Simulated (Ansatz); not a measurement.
# armchair BAs nanoribbon (N = 9, H edges): bands under strain

What gap, if any, does the armchair BAs nanoribbon (N = 9, H edges) have, and how does it change under strain?

Program: Ansatz 0.2.0. Level of theory: DFT PBE, plane waves, PAW; relaxation of a wire's period, in the first sound run; inputs show where later runs differ. Results are calculated unless marked as measured.

### Step 1. The starting structure

The cell holds 22 atoms: 9 B, 9 As and 4 H. Cell: a = 23.177 Å, b = 7.000 Å, c = 5.880 Å, α = 90.0°, β = 90.0°, γ = 90.0°. Vacuum lies along a and b. The structure's axis is c.

### Step 2. Relaxing the period

Band widths follow the bond lengths, so the wire is relaxed first. The atoms and the third cell vector are free; the box across stays fixed as vacuum. A Fermi-Dirac smearing is set since the result may be a metal. The pressure printed is a third of the stress's trace over the whole box, vacuum included; only the stress along the axis is relaxed.

The input, input.yaml:

```yaml
crystal:
  lattice:
    - [23.177, 0.0, 0.0]
    - [0.0, 7.0, 0.0]
    - [0.0, 0.0, 5.88]
  atoms:
    - { symbol: B, position: [0.207060366, 0.5, 0.0] }
    - { symbol: B, position: [0.353534007, 0.5, 0.0] }
    - { symbol: B, position: [0.500007649, 0.5, 0.0] }
    - { symbol: B, position: [0.64648129, 0.5, 0.0] }
    - { symbol: B, position: [0.792954931, 0.5, 0.0] }
    - { symbol: As, position: [0.207060366, 0.5, 0.333333333] }
    - { symbol: As, position: [0.353534007, 0.5, 0.333333333] }
    - { symbol: As, position: [0.500007649, 0.5, 0.333333333] }
    - { symbol: As, position: [0.64648129, 0.5, 0.333333333] }
    - { symbol: As, position: [0.792954931, 0.5, 0.333333333] }
    - { symbol: H, position: [0.151011779, 0.5, 0.460884354] }
    - { symbol: H, position: [0.849003518, 0.5, 0.460884354] }
    - { symbol: B, position: [0.280297187, 0.5, 0.5] }
    - { symbol: B, position: [0.426770828, 0.5, 0.5] }
    - { symbol: B, position: [0.573244469, 0.5, 0.5] }
    - { symbol: B, position: [0.71971811, 0.5, 0.5] }
    - { symbol: As, position: [0.280297187, 0.5, 0.833333333] }
    - { symbol: As, position: [0.426770828, 0.5, 0.833333333] }
    - { symbol: As, position: [0.573244469, 0.5, 0.833333333] }
    - { symbol: As, position: [0.71971811, 0.5, 0.833333333] }
    - { symbol: H, position: [0.164089783, 0.5, 0.902210884] }
    - { symbol: H, position: [0.835925515, 0.5, 0.902210884] }
kpoints:
  mp_grid: { grid: [1, 1, 14] }
scf:
  occupations: { method: fermi_dirac, width: 0.05 }
hamiltonian:
  xc: pbe
relax:
  cell: { fix: [a, b, alpha, beta, gamma] }
  max_steps: 45
  f_tol: 0.03
```

On the command line:

```bash
> ansatz run input.yaml --threads 4 --pin off --max-ram 16384MiB --backend cpu --events-out ev --progress --plain --runs-dir out
```

Numbers of over 12 decimals in the logs are rounded to 6 here.

What it wrote:

```text
Engine: ansatz 0.2.0, aarch64-unknown-linux-gnu
Pseudopotentials: kind: paw
Pseudopotential: B, paw, valence charge 3, recommended cutoff 420 eV (normal), B.paw.azcp
Pseudopotential: As, paw, valence charge 15, recommended cutoff 420 eV (normal), As.paw.azcp
Pseudopotential: H, paw, valence charge 1, recommended cutoff 420 eV (normal), H.paw.azcp
Functional definition: PBE
  parameter kappa = 0.804
  parameter beta = 0.066725
  exchange = pbe_x(kappa = kappa, mu = beta*pi^2/3)
  correlation = pbe_c(beta = beta)
Crystal: 22 atoms, lattice volume = 953.965 Å³
Basis set: ecut = 420 eV, 18677 PW (Γ), exchange–correlation on 320×96×80 points (8 copies of the dense FFT grid, shifted against one another)
Bands: 105, of which v1, the nominal top of the filled ones, is band 83 counted from 1 (82 counted from 0)
Symmetry: 4 space group operations
Space group: Pmm2 (ITA 25), of the structure as read, at distance tolerance 9.8e-5 Å
k-points: 8 of 14 (time reversal used)
Non-local potential: B, projectors of the file, l = 0: 2, l = 1: 2, l = 2: 1
Non-local potential: As, projectors of the file, l = 0: 2, l = 1: 2, l = 2: 3, l = 3: 1
Non-local potential: H, projectors of the file, l = 0: 2, l = 1: 1
PAW form: soft (Blöchl's): semilocal exchange-correlation on the pseudo side does not see the compensation charge
PAW one-centre angular grid: B, 110 points (default); XC on 64 Gauss nodes
PAW one-centre angular grid: As, 590 points (default); XC on 64 Gauss nodes
PAW one-centre angular grid: H, 110 points (default); XC on 64 Gauss nodes
Initial density: superposition of atomic densities (neutral atoms: chi_scale 0, normalization atom), corrected by the library's trained network
Initial wavefunctions: pseudopotential atomic-orbital guess
Functional: x = pbe(κ = 0.804, μ = 0.219515), c = pbe(β = 0.066725)
SCF iter   1: F=—  HF=-45164.374005 eV  |F-HF|=—  |Δ(HF+E_count)|=         —  Δρ=1.76e-3  dr2=6.82e-2  ethr=1.77e-3  ⟨swp⟩=6.0  Hψ=3263  notcnv=0  defer=38
preconditioner: auto → Resta (q_TF=auto, 2.039 Å⁻¹)  ε∞=2.2  [insulator: Δε(μ)=0.941 eV  Ē_g=9.463 eV  σ=0.050 eV  W_gap=1.00  n_scr=124 (ndim 8)  ℏωp=10.5 eV  f_vac=0.586  D(μ)=0.00/eV (n_scr^D=0)  ε∞_Penn≈2.2  vacuum switching on, ρ_ref=6.5e-3 e/Å³]
SCF iter   2: F=—  HF=-45164.399109 eV  |F-HF|=—  |Δ(HF+E_count)|=   2.51e-2  Δρ=8.91e-4  dr2=2.80e-2  ethr=4.11e-5  ⟨swp⟩=3.0  Hψ=1246  notcnv=0  defer=107
SCF iter   3: F=—  HF=-45164.403585 eV  |F-HF|=—  |Δ(HF+E_count)|=   4.48e-3  Δρ=5.45e-4  dr2=1.43e-2  ethr=1.68e-5  ⟨swp⟩=2.2  Hψ=969  notcnv=0  defer=107
SCF iter   4: F=—  HF=-45164.403989 eV  |F-HF|=—  |Δ(HF+E_count)|=   4.04e-4  Δρ=2.00e-4  dr2=8.10e-4  ethr=8.60e-6  ⟨swp⟩=2.0  Hψ=938  notcnv=0  defer=107
SCF iter   5: F=—  HF=-45164.404757 eV  |F-HF|=—  |Δ(HF+E_count)|=   7.67e-4  Δρ=6.42e-5  dr2=6.77e-5  ethr=4.88e-7  ⟨swp⟩=2.2  Hψ=994  notcnv=0  defer=107
SCF iter   6: F=—  HF=-45164.404720 eV  |F-HF|=—  |Δ(HF+E_count)|=   3.67e-5  Δρ=2.90e-5  dr2=1.06e-5  ethr=4.08e-8  ⟨swp⟩=2.0  Hψ=1063  notcnv=0  defer=107
SCF iter   7: F=—  HF=-45164.404784 eV  |F-HF|=—  |Δ(HF+E_count)|=   6.40e-5  Δρ=9.14e-6  dr2=1.07e-6  ethr=6.40e-9  ⟨swp⟩=2.0  Hψ=1038  notcnv=0  defer=107
SCF iter   8: F=—  HF=-45164.404788 eV  |F-HF|=—  |Δ(HF+E_count)|=   4.18e-6  Δρ=3.06e-6  dr2=1.15e-7  ethr=6.42e-10  ⟨swp⟩=2.2  Hψ=1398  notcnv=0  defer=107
SCF iter   9: F=-45164.404788 eV  HF=-45164.404788 eV  |F-HF|=7.06e-10  |Δ(HF+E_count)|=   9.32e-8  Δρ=9.40e-7  dr2=1.03e-8  ethr=6.02e-11  ⟨swp⟩=4.2  Hψ=2476  notcnv=0
SCF 1 converged in 9 iterations: F = -45164.404788 eV  dr2 = 1.03e-8
  greatest PAW one-centre occupation: 0.999 electrons in one spin orbital (limit 2), on the As atom at site 8 (counted from 0), in its partial waves of l = 2
relax step   1: F+E_penalty+E_count = -45164.40478828 eV  Δ(F+E_penalty+E_count) = +0.000e0 eV  max|allowed force component| = 1.081e0 eV/Å  Δτ_max = 0.0000 Å  P = -0.223 GPa  Ω = 953.965 Å³  fix = [a, b, alpha, beta, gamma]  reactions: a -0.464, b +0.415 GPa  (9 SCF iters, dr2 threshold 1.00e-7 eV, accepted)
Crystal: 22 atoms, lattice volume = 955.171 Å³
Basis set: ecut = 420 eV, 18701 PW (Γ), exchange–correlation on 320×96×80 points (8 copies of the dense FFT grid, shifted against one another)
Initial density: handed on by an earlier stage of this run
Initial wavefunctions: those handed on with the density
iter 1 solved again at ethr=7.03e-5 eV; its pass at ethr=3.10e-3 eV (dr2=1.17e-1 eV) is discarded
SCF iter   1: F=—  HF=-45164.581962 eV  |F-HF|=—  |Δ(HF+E_count)|=         —  Δρ=4.73e-3  dr2=1.20e-1  ethr=7.03e-5  ⟨swp⟩=4.6  Hψ=3705  notcnv=0
preconditioner: auto → Resta (q_TF=auto, 2.038 Å⁻¹)  ε∞=2.2  [insulator: Δε(μ)=0.921 eV  Ē_g=9.536 eV  σ=0.050 eV  W_gap=1.00  n_scr=124 (ndim 8)  ℏωp=10.5 eV  f_vac=0.583  D(μ)=0.00/eV (n_scr^D=0)  ε∞_Penn≈2.2  vacuum switching on, ρ_ref=6.6e-3 e/Å³]
SCF iter   2: F=—  HF=-45164.564893 eV  |F-HF|=—  |Δ(HF+E_count)|=   1.71e-2  Δρ=2.37e-3  dr2=2.86e-2  ethr=7.03e-5  ⟨swp⟩=2.1  Hψ=992  notcnv=0
SCF iter   3: F=—  HF=-45164.563327 eV  |F-HF|=—  |Δ(HF+E_count)|=   1.57e-3  Δρ=4.97e-4  dr2=6.27e-3  ethr=1.72e-5  ⟨swp⟩=2.0  Hψ=1290  notcnv=0
SCF iter   4: F=—  HF=-45164.562064 eV  |F-HF|=—  |Δ(HF+E_count)|=   1.26e-3  Δρ=1.19e-4  dr2=2.23e-4  ethr=3.78e-6  ⟨swp⟩=2.0  Hψ=1057  notcnv=0
SCF iter   5: F=—  HF=-45164.562082 eV  |F-HF|=—  |Δ(HF+E_count)|=   1.74e-5  Δρ=7.16e-5  dr2=4.12e-4  ethr=1.35e-7  ⟨swp⟩=2.2  Hψ=1069  notcnv=0
SCF iter   6: F=—  HF=-45164.562031 eV  |F-HF|=—  |Δ(HF+E_count)|=   5.03e-5  Δρ=1.97e-5  dr2=9.87e-6  ethr=1.35e-7  ⟨swp⟩=2.1  Hψ=971  notcnv=0
SCF iter   7: F=-45164.562030 eV  HF=-45164.562030 eV  |F-HF|=3.36e-8  |Δ(HF+E_count)|=   1.17e-6  Δρ=7.53e-6  dr2=6.65e-7  ethr=1.33e-9  ⟨swp⟩=5.0  Hψ=2625  notcnv=0
SCF 2 converged in 7 iterations: F = -45164.562030 eV  dr2 = 6.65e-7
  greatest PAW one-centre occupation: 0.999 electrons in one spin orbital (limit 2), on the As atom at site 5 (counted from 0), in its partial waves of l = 2
relax step   2: F+E_penalty+E_count = -45164.56203010 eV  Δ(F+E_penalty+E_count) = -1.572e-1 eV  max|allowed force component| = 4.869e-1 eV/Å  Δτ_max = 0.1241 Å  P = +0.010 GPa  Ω = 955.171 Å³  energy of the carried Pulay correction = -2.591e-4 eV  fix = [a, b, alpha, beta, gamma]  reactions: a -0.001, b +0.407 GPa  (7 SCF iters, dr2 threshold 2.20e-6 eV, accepted)
Crystal: 22 atoms, lattice volume = 952.700 Å³
Basis set: ecut = 420 eV, 18645 PW (Γ), exchange–correlation on 320×96×80 points (8 copies of the dense FFT grid, shifted against one another)
[...]
SCF iter   3: F=—  HF=-45164.584421 eV  |F-HF|=—  |Δ(HF+E_count)|=   2.88e-4  Δρ=1.66e-4  dr2=4.81e-4  ethr=1.41e-6  ⟨swp⟩=2.0  Hψ=1086  notcnv=0
SCF iter   4: F=—  HF=-45164.584345 eV  |F-HF|=—  |Δ(HF+E_count)|=   7.55e-5  Δρ=6.90e-5  dr2=3.14e-4  ethr=2.90e-7  ⟨swp⟩=2.4  Hψ=1039  notcnv=0
SCF iter   5: F=—  HF=-45164.584303 eV  |F-HF|=—  |Δ(HF+E_count)|=   4.18e-5  Δρ=2.67e-5  dr2=5.43e-6  ethr=1.89e-7  ⟨swp⟩=2.0  Hψ=871  notcnv=0
SCF iter   6: F=-45164.584304 eV  HF=-45164.584304 eV  |F-HF|=6.56e-9  |Δ(HF+E_count)|=   6.91e-7  Δρ=8.54e-6  dr2=6.54e-7  ethr=1.33e-9  ⟨swp⟩=4.9  Hψ=2545  notcnv=0
SCF 3 converged in 6 iterations: F = -45164.584304 eV  dr2 = 6.54e-7
  greatest PAW one-centre occupation: 0.999 electrons in one spin orbital (limit 2), on the As atom at site 9 (counted from 0), in its partial waves of l = 2
relax step   3: F+E_penalty+E_count = -45164.58430411 eV  Δ(F+E_penalty+E_count) = -2.227e-2 eV  max|allowed force component| = 1.058e-1 eV/Å  Δτ_max = 0.0253 Å  P = +0.114 GPa  Ω = 952.700 Å³  energy of the carried Pulay correction = +2.723e-4 eV  fix = [a, b, alpha, beta, gamma]  reactions: a -0.030, b +0.407 GPa  (6 SCF iters, dr2 threshold 2.20e-6 eV, accepted)
[...]
relax step   4: F+E_penalty+E_count = -45164.58515502 eV  Δ(F+E_penalty+E_count) = -8.509e-4 eV  max|allowed force component| = 3.345e-3 eV/Å  Δτ_max = 0.0070 Å  P = +0.138 GPa  Ω = 952.741 Å³  energy of the carried Pulay correction = +2.635e-4 eV  fix = [a, b, alpha, beta, gamma]  reactions: a +0.010, b +0.407 GPa  (5 SCF iters, dr2 threshold 6.99e-7 eV, accepted)
Initial wavefunctions: pseudopotential atomic-orbital guess (no wavefunctions were taken with the density)
iter 1 solved again at ethr=6.85e-8 eV; its pass at ethr=3.10e-3 eV (dr2=1.14e-4 eV) is discarded
SCF iter   1: F=—  HF=-45164.584871 eV  |F-HF|=—  |Δ(HF+E_count)|=         —  Δρ=6.05e-6  dr2=5.23e-7  ethr=6.85e-8  ⟨swp⟩=3.9  Hψ=5661  notcnv=0
preconditioner: auto → Resta (q_TF=auto, 2.039 Å⁻¹)  ε∞=2.2  [insulator: Δε(μ)=0.935 eV  Ē_g=9.547 eV  σ=0.050 eV  W_gap=1.00  n_scr=124 (ndim 8)  ℏωp=10.5 eV  f_vac=0.582  D(μ)=0.00/eV (n_scr^D=0)  ε∞_Penn≈2.2  vacuum switching on, ρ_ref=6.6e-3 e/Å³]
SCF iter   2: F=—  HF=-45164.584828 eV  |F-HF|=—  |Δ(HF+E_count)|=   4.39e-5  Δρ=3.95e-6  dr2=3.83e-7  ethr=3.15e-10  ⟨swp⟩=2.8  Hψ=1576  notcnv=0
SCF iter   3: F=—  HF=-45164.584828 eV  |F-HF|=—  |Δ(HF+E_count)|=   1.02e-8  Δρ=2.35e-6  dr2=1.03e-7  ethr=2.31e-10  ⟨swp⟩=2.0  Hψ=920  notcnv=0
SCF iter   4: F=—  HF=-45164.584828 eV  |F-HF|=—  |Δ(HF+E_count)|=   1.01e-8  Δρ=1.12e-6  dr2=1.85e-8  ethr=6.23e-11  ⟨swp⟩=2.0  Hψ=848  notcnv=0
SCF iter   5: F=—  HF=-45164.584828 eV  |F-HF|=—  |Δ(HF+E_count)|=   3.10e-9  Δρ=2.81e-7  dr2=1.06e-9  ethr=1.12e-11  ⟨swp⟩=2.0  Hψ=1065  notcnv=0
SCF iter   6: F=-45164.584828 eV  HF=-45164.584828 eV  |F-HF|=7.28e-12  |Δ(HF+E_count)|=  4.66e-10  Δρ=6.81e-8  dr2=4.79e-11  ethr=1.00e-12  ⟨swp⟩=3.1  Hψ=2821  notcnv=0
SCF 5 converged in 6 iterations: F = -45164.584828 eV  dr2 = 4.79e-11
relax step   5: F+E_penalty+E_count = -45164.58482753 eV  Δ(F+E_penalty+E_count) = +3.275e-4 eV  max|allowed force component| = 3.291e-3 eV/Å  Δτ_max = 0.0000 Å  P = +0.138 GPa  Ω = 952.741 Å³  fix = [a, b, alpha, beta, gamma]  reactions: a +0.009, b +0.406 GPa  stress off target by 1.62e-3 GPa on what of the cell is left free  SCF on the basis re-selected at this cell (its energy is not comparable with the rows above)  (6 SCF iters)
basis re-selected at this cell: Δ(F+E_penalty+E_count) = +3.275e-4 eV, ΔP = -0.001 GPa vs the last step (what re-selecting the basis moved, of the pressure what is left beyond the Pulay correction that the steps carried, after the strain that the cell walked since its last selection, with what the two solves' SCF thresholds leave and, on support functions, any second-order correction that the steps lacked; it is no m [...]
SCF converged after 6 iterations
Free energy (F): -45164.584828 eV
Harris-Foulkes:  -45164.584828 eV  (|F-HF|=7.28e-12)
Internal energy: -45164.584812 eV  (E = F + TS)
E sigma→0 (E₀):  -45164.584820 eV
Entropy (-TS):   -0.000015 eV (-0.001 meV/atom)
Fermi energy:    -0.186012 eV
--- Per-component energies (eV) ---
  E_band       = -3746.319557
  E_kinetic    = 1397.330198
  E_local      = -57944.924360  (includes V_loc(G=0)·N_el)
  E_nonlocal   = -5911.365267
  E_hartree    = 28876.291505
  E_xc         = -1022.052988
  E_vxc        = -1081.648431  (∫ρ·V_xc dr)
  E_paw        = -17238.785110  (= ΣΔE_a)
  E_vpaw       = 2041.710049  (= ΣTr[D̂ρ^β])
  E_aug_tail   = -0.004917  (compensation charges beyond the density's cutoff)
  E_ewald      = 6678.926126
  E_smearing   = -0.000015  (= −TS)
  E_closure    = 0.000000  (closes the sum)
  Σ components = -45164.584828   (vs F -45164.584828, Δ=0.00e0)
--- Forces (eV/Å), atoms counted from 1 ---
  atom   1  B      0.00056128    -0.00000000    -0.00043508
  atom   2  B     -0.00229152    -0.00000000    -0.00177729
  atom   3  B      0.00000000    -0.00000000    -0.00294101
  atom   4  B      0.00229152    -0.00000000    -0.00177729
  atom   5  B     -0.00056128    -0.00000000    -0.00043508
  atom   6  As    -0.00324534     0.00000000     0.00329055
  atom   7  As    -0.00102198     0.00000000     0.00169055
  atom   8  As     0.00000000    -0.00000000    -0.00057484
  atom   9  As     0.00102198     0.00000000     0.00169055
  atom  10  As     0.00324534     0.00000000     0.00329055
  atom  11  H      0.00256137    -0.00000000    -0.00234959
  atom  12  H     -0.00256137    -0.00000000    -0.00234959
  atom  13  B     -0.00025644     0.00000000     0.00041143
  atom  14  B      0.00101495    -0.00000000    -0.00088287
  atom  15  B     -0.00101495    -0.00000000    -0.00088287
  atom  16  B      0.00025644     0.00000000     0.00041143
  atom  17  As     0.00018513     0.00000000     0.00175677
  atom  18  As     0.00124469     0.00000000     0.00202832
  atom  19  As    -0.00124469     0.00000000     0.00202832
  atom  20  As    -0.00018513     0.00000000     0.00175677
  atom  21  H     -0.00245202    -0.00000000    -0.00197686
  atom  22  H      0.00245202    -0.00000000    -0.00197686
  max |Σ_I F_I| component: 4.00e-6 eV/Å
--- Stress (GPa, compression-positive) ---
        0.008650       0.000000      -0.000000
        0.000000       0.406142      -0.000000
       -0.000000      -0.000000      -0.001621
  P = ⅓ Tr σ = 0.1377 GPa (1.377 kbar)
--- Relaxed structure (4 steps of the walk, 4 accepted, 1 SCFs on fresh bases) ---
  F+E_penalty+E_count = -45164.58482753 eV   max|allowed force component| = 3.291e-3 eV/Å   (the final SCF, on the basis selected at the relaxed cell)
  cell:  # Å, volume = 952.7410 Å³
    - [23.177, 0, 0]
    - [0, 7.0, 0]
    - [0, 0, 5.872454]
  atoms:
    - { symbol: B, position: [0.207682, 0.5, -0.000783329] }
    - { symbol: B, position: [0.353897, 0.5, 0.00175023] }
    - { symbol: B, position: [0.500000, 0.5, 0.0021197] }
    - { symbol: B, position: [0.646103, 0.5, 0.00175023] }
    - { symbol: B, position: [0.792318, 0.5, -0.000783329] }
    - { symbol: As, position: [0.211361, 0.5, 0.323988] }
    - { symbol: As, position: [0.354207, 0.5, 0.334966] }
    - { symbol: As, position: [0.500000, 0.5, 0.335753] }
    - { symbol: As, position: [0.645793, 0.5, 0.334966] }
    - { symbol: As, position: [0.788639, 0.5, 0.323988] }
    - { symbol: H, position: [0.155574, 0.5, 0.454294] }
    - { symbol: H, position: [0.844426, 0.5, 0.454294] }
    - { symbol: B, position: [0.281540, 0.5, 0.503007] }
    - { symbol: B, position: [0.427188, 0.5, 0.502760] }
    - { symbol: B, position: [0.572812, 0.5, 0.502760] }
    - { symbol: B, position: [0.718460, 0.5, 0.503007] }
    - { symbol: As, position: [0.280874, 0.5, 0.836927] }
    - { symbol: As, position: [0.427107, 0.5, 0.835383] }
    - { symbol: As, position: [0.572893, 0.5, 0.835383] }
    - { symbol: As, position: [0.719126, 0.5, 0.836927] }
    - { symbol: H, position: [0.162498, 0.5, 0.901868] }
    - { symbol: H, position: [0.837502, 0.5, 0.901868] }
```

Elapsed: 94 s, on 4 threads of Arm Neoverse V1, shared host; peak memory 2.2 GiB; 5.9 min of CPU time.

The steps of the relaxation:

| step | energy less that of the first step (eV) | largest force component (eV/Å) | pressure (GPa) | volume (Å³) |
| --- | --- | --- | --- | --- |
| 1 | 0.0000 | 1.0810 | -0.22 | 953.97 |
| 2 | -0.1572 | 0.4869 | 0.01 | 955.17 |
| 3 | -0.1795 | 0.1058 | 0.11 | 952.70 |
| 4 | -0.1804 | 0.0033 | 0.14 | 952.74 |
| 5* | -0.1800 | 0.0033 | 0.14 | 952.74 |

Relaxation steps marked * repeat the geometry before them on a plane-wave basis chosen anew for their cell, so energy and pressure can jump there.

Forces are held to the 4 operations that the run works with; a distortion that breaks them can't arise in this run.

| cell as run | before | after | change |
| --- | --- | --- | --- |
| c (Å) | 5.880 | 5.872 | -0.1 % |

The atoms that moved most (Å, along periodic axes as changes of fractional coordinates times the final cell, across vacuum about the mean position):

| atom | dx | dy | dz | length |
| --- | --- | --- | --- | --- |
| As6 | 0.100 | 0.000 | -0.055 | 0.114 |
| As10 | -0.100 | 0.000 | -0.055 | 0.114 |
| H11 | 0.106 | 0.000 | -0.039 | 0.113 |
| H12 | -0.106 | 0.000 | -0.039 | 0.113 |
| H21 | -0.037 | 0.000 | -0.002 | 0.037 |
| H22 | 0.037 | 0.000 | -0.002 | 0.037 |
| B13 | 0.029 | 0.000 | 0.018 | 0.034 |
| B16 | -0.029 | 0.000 | 0.018 | 0.034 |

Final coordinates:

```cif
data_structure
_symmetry_space_group_name_H-M 'P 1'
_symmetry_Int_Tables_number 1
_cell_length_a 23.1770
_cell_length_b 7.0000
_cell_length_c 5.8725
_cell_angle_alpha 90.000
_cell_angle_beta 90.000
_cell_angle_gamma 90.000
_cell_volume 952.74
loop_
_atom_site_label
_atom_site_type_symbol
_atom_site_fract_x
_atom_site_fract_y
_atom_site_fract_z
_atom_site_occupancy
B1 B 0.20768 0.50000 0.99922 1
B2 B 0.35390 0.50000 0.00175 1
B3 B 0.50000 0.50000 0.00212 1
B4 B 0.64610 0.50000 0.00175 1
B5 B 0.79232 0.50000 0.99922 1
As6 As 0.21136 0.50000 0.32399 1
As7 As 0.35421 0.50000 0.33497 1
As8 As 0.50000 0.50000 0.33575 1
As9 As 0.64579 0.50000 0.33497 1
As10 As 0.78864 0.50000 0.32399 1
H11 H 0.15557 0.50000 0.45429 1
H12 H 0.84443 0.50000 0.45429 1
B13 B 0.28154 0.50000 0.50301 1
B14 B 0.42719 0.50000 0.50276 1
B15 B 0.57281 0.50000 0.50276 1
B16 B 0.71846 0.50000 0.50301 1
As17 As 0.28087 0.50000 0.83693 1
As18 As 0.42711 0.50000 0.83538 1
As19 As 0.57289 0.50000 0.83538 1
As20 As 0.71913 0.50000 0.83693 1
H21 H 0.16250 0.50000 0.90187 1
H22 H 0.83750 0.50000 0.90187 1
```

Numbers from this step:

```yaml
cell_length_along_the_wire: 5.872 Å
```

The cell's length comes to 5.872 Å with spin left out.

[end of part 1 of 3]

[Logs are printed without paths, hosts, clocks, repeated set-up lines and the standing remarks that a program may print on its own settings, such as how far it seeks lower states.]

[Hosts, paths, dates, database ids (printed as entryN), source tags and the programs' standing remarks are cut or masked in the printed files.]
